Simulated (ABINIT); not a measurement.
Planning a run of ABINIT 10.8.3 on InP (F-43m). The input:

```
acell 3*1.0 Angstrom
rprim 
  -0.000000000000 2.934350000000 2.934350000000
  2.934350000000 -0.000000000000 2.934350000000
  2.934350000000 2.934350000000 -0.000000000000
ntypat 2
znucl 49 15
natom 2
typat 1 2
xred 
  0.000000000000 0.000000000000 0.000000000000
  0.250000000000 0.250000000000 0.250000000000
pp_dirpath "pseudos"
pseudos "In.upf, P.upf"
ecut 33
ngkpt 4 4 4
nshiftk 1
shiftk 0 0 0
kptopt 1
chksymbreak 0
istwfk *1
occopt 1
irdwfk 1
optdriver 4
nband 95
gwcalctyp 28
ecutsigx 33
symsigma 0
nkptgw 8
kptgw 
  0.0000000000 0.0000000000 0.0000000000
  0.2500000000 0.0000000000 0.0000000000
  0.5000000000 0.0000000000 0.0000000000
  0.2500000000 0.2500000000 0.0000000000
  0.5000000000 0.2500000000 0.0000000000
  -0.2500000000 0.2500000000 0.0000000000
  0.5000000000 0.5000000000 0.0000000000
  -0.2500000000 0.5000000000 0.2500000000
bdgw 
  11 23
  11 23
  11 23
  11 23
  11 23
  11 23
  11 23
  11 23
ecuteps 5
irdscr 1
ppmodel 1
irdqps 1
rhoqpmix 0.3
indata_prefix "in"
outdata_prefix "out"
tmpdata_prefix "tmp"
```

```sh
OMP_NUM_THREADS=1 mpirun -n 8 abinit run.abi > log
```

**Question.** Estimate wall time and host memory on 8 MPI ranks of Arm Neoverse V2, shared host.

It took 59 s; on shared hardware allow 30 s to 2 min. Peak host memory was 2.4 GiB.

[Paths, hosts, dates, memory and timing lines, banners, echoed tables and standing remarks are left out of the program output.]

[Logs are printed without paths, hosts, clocks, repeated set-up lines and the standing remarks that a program may print on its own settings, such as how far it seeks lower states.]

[Runs of the session that timed out or met a known fault of the program may be left out.]

[Hosts, paths, dates, database ids (printed as entryN), source tags and the programs' standing remarks are cut or masked in the printed files.]

[G0W0 gaps are taken among the corrected bands and points alone; a level outside them can change the order at an edge.]

[Where Ansatz stands beside ABINIT at settings called matched, ABINIT's density can come from a denser mesh and the files from another edition; pairs whose starting gaps differed by over 0.03 eV were left out, so agreement reads better than it is.]
